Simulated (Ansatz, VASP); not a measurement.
## KMgF3 in VASP and in Ansatz

```
CELL_PARAMETERS angstrom
3.98590 0.00000 0.00000
0.00000 3.98590 0.00000
0.00000 0.00000 3.98590
ATOMIC_POSITIONS crystal
K 0.50000 0.50000 0.50000
Mg 0.00000 0.00000 0.00000
F 0.50000 0.00000 0.00000
F 0.00000 0.50000 0.00000
F 0.00000 0.00000 0.50000
```

Alike in both runs: task single point; functional LDA; k mesh 6 × 6 × 6; occupations gaussian, width 0.05 eV; no spin polarisation.

```csv
,VASP,Ansatz
version,VASP 6.6.1,Ansatz 0.2.0
potentials or method,"VASP PAW LDA potentials, release 64 (K_sv, Mg, F)","scalar-relativistic, plane waves, PAW"
plane-wave cutoff (eV),520,420
valence electrons in the cell,32,40
```

|  | VASP | Ansatz | Ansatz less VASP |
| --- | --- | --- | --- |
| gap on the k mesh at the Fermi level (eV) | 6.96 | 6.98 | +0.027 |
| least direct gap on the mesh (eV) | 7.28 | 7.31 | +0.026 |
| pressure (GPa) | -5.3 | -4.5 | +0.79 |

The two sets of potentials don't hold the same shells in valence.

A k mesh can miss the band edges. LDA gaps usually lie below the measured ones, often by a third to a half.
